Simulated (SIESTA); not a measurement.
Crystal: BN.

```
N B
1.0
     1.25112    0.72234    3.37293
    -1.25112    0.72234    3.37293
     0.00000   -1.44467    3.37293
N B
1 1
Cartesian
  0.0000 0.0000 6.7517
  0.0000 0.0000 0.0033
```

The cell is a database's computed one.

Base run:

```yaml
Program: SIESTA 5.4.2
Functional: BLYP
Potentials_or_basis: PseudoDojo 0.4 standard (PBE files)
Basis: DZP (energy shift 0.003 Ry)
Grid_cutoff: 800 Ry
Energy_shift: 0.003 Ry
k_mesh: 12 × 12 × 12
Occupations: fermi-dirac, width 0.05 eV
Spin: no spin polarisation
```

Its results: band gap on the k mesh 4.35 eV, indirect (least direct gap 4.76 eV); pressure 11.9 GPa.

Task: The run is repeated on the same cell with these changes: functional from BLYP to vdW-DF-cx. What comes out?

Result: Band gap on the k mesh 4.22 eV, indirect (least direct gap 4.63 eV); pressure 6.3 GPa.

Caveats: the potentials were made for another functional, which shifts forces and pressure; the basis of atomic orbitals isn't converged, which shifts pressures, moduli and gaps.

A k mesh can miss the band edges.
